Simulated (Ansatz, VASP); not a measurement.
This is a calculation of InAs for VASP 6.6.1. 

INCAR

```
PREC     = Accurate       # precision mode
ENCUT    = 520            # plane-wave cutoff, eV
EDIFF    = 1E-7           # SCF threshold, eV
ISMEAR   = -1             # smearing method
SIGMA    = 0.05           # smearing width, eV
LREAL    = F              # projectors in reciprocal space
LASPH    = T              # aspherical terms in the spheres
NELM     = 60             # most SCF steps
ALGO     = Normal         # electronic algorithm
ISIF     = 2              # what is computed and relaxed
LWAVE    = F              # write WAVECAR
LCHARG   = T              # write CHGCAR
GGA      = PS             # functional
LELF     = T              # ELF
LVHAR    = T            
NBANDS   = 16             # bands
```

Contents of KPOINTS:

```
regular mesh
0
Gamma
  8 8 8
```

File POSCAR:

```
InAs
1.0
    0.0000000000      3.0180000000      3.0180000000
    3.0180000000      0.0000000000      3.0180000000
    3.0180000000      3.0180000000      0.0000000000
In As
1 1
Direct
    0.0000000000      0.0000000000      0.0000000000
    0.7500000000      0.7500000000      0.7500000000
```

Potentials or basis: VASP PAW PBE potentials, release 64 (In_d, As).

Run with:

```bash
$ cat potpaw_PBE.64/In_d/POTCAR potpaw_PBE.64/As/POTCAR > POTCAR
$ mpirun -np 1 vasp_std > vasp.out
```

Problem. Set up the same calculation for Ansatz 0.2.0. Potentials or basis there: Ansatz PAW, cutoff 420 eV.

Solution. As run (cutoffs and basis follow the program's own potentials, and thresholds, step limits or extra output files can differ):

File input.yaml:

```yaml
crystal:
  lattice:
    - [0.0, 3.018, 3.018]
    - [3.018, 0.0, 3.018]
    - [3.018, 3.018, 0.0]
  atoms:
    - { symbol: In, position: [0.0, 0.0, 0.0] }
    - { symbol: As, position: [0.75, 0.75, 0.75] }
hamiltonian:
  xc: pbesol
  pseudopotentials: { kind: paw }
kpoints:
  mp_grid: { grid: [8, 8, 8] }
scf:
  occupations: { method: fermi_dirac, width: 0.05 }
output:
  forces: true
  stress: true
  eigenvalues: true
```

Potentials or basis: Ansatz PAW.

Run with:

```sh
$ ansatz run input.yaml --threads 1 --pin off --max-ram 3584MiB --backend cpu --events-out ev --progress --plain --runs-dir out
```

Both were run:

|  | VASP | Ansatz |
| --- | --- | --- |
| Pressure | 1.6 GPa | 1.5 GPa |

Ansatz's pressure holds a Pulay term of +0.03 GPa for its cutoff of 420 eV, which the other run lacks.

The potentials hold 18 and 28 valence electrons a cell.

VASP's potentials were made for PBE. Ansatz's potentials were made for PBE.

Where Ansatz's input types no cutoff or centring, it takes its own default and a Γ-centred mesh.

Pressure is positive in compression.
